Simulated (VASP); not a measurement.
PbO (Litharge):

```
Pb O
1.0
     3.99000    0.00000    0.00000
     0.00000    3.99000    0.00000
     0.00000    0.00000    5.01000
Pb O
2 2
Cartesian
  1.9950 0.0000 3.8076
  0.0000 1.9950 1.2024
  1.9950 1.9950 0.0000
  0.0000 0.0000 0.0000
```

* Program: VASP 6.6.1
* Task: single point
* Functional: PBEsol
* Potentials or basis: VASP PAW PBE potentials, release 64 (Pb_d, O)
* Cutoff: 520 eV
* k mesh: 7 × 7 × 6
* Occupations: fermi-dirac, width 0.05 eV
* Spin: no spin polarisation

On this cell: pressure -0.8 GPa; largest force 0.288 eV/Å; band gap on the k mesh 1.37 eV, indirect (least direct gap 2.29 eV).

The same run follows on a disturbed copy (atoms moved at random, drawn with an rms of 0.05 Å):

```
Pb O
1.0
     3.99000    0.00000    0.00000
     0.00000    3.99000    0.00000
     0.00000    0.00000    5.01000
Pb O
2 2
Cartesian
  2.0050 0.0011 3.8280
  -0.0420 2.0262 1.2396
  1.9741 2.0212 -0.0111
  -0.0250 0.0496 0.0413
```

Question: What does the disturbed cell give?

Answer: The energy moves by +4.8 meV/atom; pressure -1.2 GPa; largest force 0.526 eV/Å; band gap on the k mesh 1.32 eV, indirect (least direct gap 2.25 eV).

Forces in eV/Å, atoms in the order of the input:
```
Pb  -0.158  0.144  0.294
Pb   0.109  0.016 -0.514
O   -0.040 -0.005  0.276
O    0.089 -0.155 -0.056
```

Stress tensor (GPa, compression positive):
```
-1.65 -0.01  0.54
-0.01 -0.28 -0.21
 0.54 -0.21 -1.61
```

Caveats: the PAW data sets were made with another functional, which shifts forces and pressure a little; spin-orbit coupling is left out, which as a rule narrows the gap of such compounds by several tenths of an eV; an odd mesh through Γ misses points on the zone boundary, where band edges often lie.
